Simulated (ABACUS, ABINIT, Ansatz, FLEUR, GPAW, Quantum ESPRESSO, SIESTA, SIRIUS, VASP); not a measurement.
# One calculation of CaO, 10 ways

```xyz
2
Lattice="0.0000 2.4036 2.4036 2.4036 0.0000 2.4036 2.4036 2.4036 0.0000" Properties=species:S:1:pos:R:3 pbc="T T T"
Ca   -0.0231    0.0124    0.0167
O     2.3918    2.4110    2.4542
```

The cell is a database's computed one, not the measured one.

Atoms were shifted at random by some hundredths of an Å from the given cell, which wasn't relaxed again for these runs.

Alike in all runs: task single point; functional PBE; k mesh 10 × 10 × 10; occupations fermi-dirac, width 0.05 eV; no spin polarisation; no spin-orbit coupling. Pressure is positive in compression and, in plane waves, holds the error of the finite cutoff, which Ansatz's Pulay term estimates and takes out.

```tsv
program and potentials	plane-wave cutoff (eV)	notes	band gap (eV)	pressure (GPa)	largest force (eV/Å)	energy over the undisturbed cell (meV/atom)
Ansatz, Ansatz PAW (earlier soft set)	420	Pulay term of +0.23 GPa included	3.66	1.65	0.108	0.97
FLEUR, all-electron, FLAPW	-	-	3.65	-	0.107	-
GPAW, GPAW PAW data sets (gpaw-data 1.2.1)	800	-	3.70	2.21	0.114	1.03
ABACUS, PseudoDojo NC SR 0.4.1 PBE standard, plane waves	1143	-	3.67	1.35	0.107	0.96
SIESTA, files PseudoDojo sr-pbe-0.4.1-standard, DZP (energy shift 0.003 Ry; two zetas on semicore shells; d shell added on Ca)	-	atomic basis	3.63	2.25	0.125	1.17
Quantum ESPRESSO, SSSP 1.3 efficiency PBE	748	-	3.66	1.54	0.108	0.97
VASP, PBE PAW files Ca_sv, O, 520 eV	520	-	3.64	2.25	0.114	-
ABINIT, JTH PAW PBE v2.0	626	-	3.65	1.51	0.109	1.05
Ansatz, all-electron LAPW, scalar-relativistic	-	-	3.66	1.66	0.108	-
SIRIUS, PseudoDojo 0.4.1 PBE standard (scalar relativistic)	1152	-	3.67	1.35	0.107	-
```

Force on atom 2 (O), eV/Å:

| program and potentials | x | y | z |
| --- | --- | --- | --- |
| Ansatz, Ansatz PAW (earlier soft set) | -0.034 | 0.015 | -0.102 |
| FLEUR, all-electron, FLAPW | -0.032 | 0.015 | -0.100 |
| GPAW, GPAW PAW data sets (gpaw-data 1.2.1) | -0.036 | 0.016 | -0.107 |
| ABACUS, PseudoDojo NC SR 0.4.1 PBE standard, plane waves | -0.033 | 0.015 | -0.100 |
| SIESTA, files PseudoDojo sr-pbe-0.4.1-standard, DZP (energy shift 0.003 Ry; two zetas on semicore shells; d shell added on Ca) | -0.039 | 0.017 | -0.117 |
| Quantum ESPRESSO, SSSP 1.3 efficiency PBE | -0.034 | 0.015 | -0.102 |
| VASP, PBE PAW files Ca_sv, O, 520 eV | -0.035 | 0.015 | -0.107 |
| ABINIT, JTH PAW PBE v2.0 | -0.035 | 0.016 | -0.102 |
| Ansatz, all-electron LAPW, scalar-relativistic | -0.034 | 0.015 | -0.102 |
| SIRIUS, PseudoDojo 0.4.1 PBE standard (scalar relativistic) | -0.033 | 0.015 | -0.100 |

The band gap spans 3.63 (SIESTA, files PseudoDojo sr-pbe-0.4.1-standard, DZP (energy shift 0.003 Ry; two zetas on semicore shells; d shell added on Ca)) to 3.70 eV (GPAW, GPAW PAW data sets (gpaw-data 1.2.1)), with all-electron results at 3.65 to 3.66. The pressure spans 1.35 (ABACUS, PseudoDojo NC SR 0.4.1 PBE standard, plane waves) to 2.25 GPa (VASP, PBE PAW files Ca_sv, O, 520 eV), with all-electron results at 1.66. The gap is indirect and read on the mesh alone. Rows in atomic bases carry the error of their basis and grid, which can be large.

Differences between rows come from potentials, basis sets and numerical settings, since the functional is the same but for its coding. Runs on potential files found faulty are left out.
